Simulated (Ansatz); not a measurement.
BAs:

```
CELL_PARAMETERS angstrom
0.00000 2.38850 2.38850
2.38850 0.00000 2.38850
2.38850 2.38850 0.00000
ATOMIC_POSITIONS crystal
As 0.75000 0.75000 0.75000
B 0.00000 0.00000 0.00000
```

* Program: Ansatz 0.2.0
* Task: relaxation of cell and atoms
* Functional: revPBE
* Dispersion: D4
* Potentials or basis: all-electron LAPW, scalar-relativistic
* Basis error allowed: 0.001 eV/atom
* k mesh: 10 × 10 × 10
* Occupations: fermi-dirac, width 0.05 eV
* Spin: no spin polarisation

At the start: volume 13.63 Å³/atom.

Question: Where does the relaxation end?

Answer: Over 5 steps the energy falls by 5.6 meV/atom and the volume is 13.21 Å³/atom (-3.1 %); space group F-43m (No. 216, to 0.05 Å).

The path:
```
step  energy change (eV)  largest force (eV/Å)  volume (Å³)
   1              0.0000                0.0000        27.25
   2             -0.0102                0.0000        26.66
   3             -0.0112                0.0000        26.41
   4             -0.0112                0.0000        26.42
   5             -0.0112                0.0000        26.42
```

Final structure:
```
CELL_PARAMETERS angstrom
0.00000 2.36393 2.36393
2.36393 0.00000 2.36393
2.36393 2.36393 0.00000
ATOMIC_POSITIONS crystal
As 0.75000 0.75000 0.75000
B 0.00000 0.00000 0.00000
```
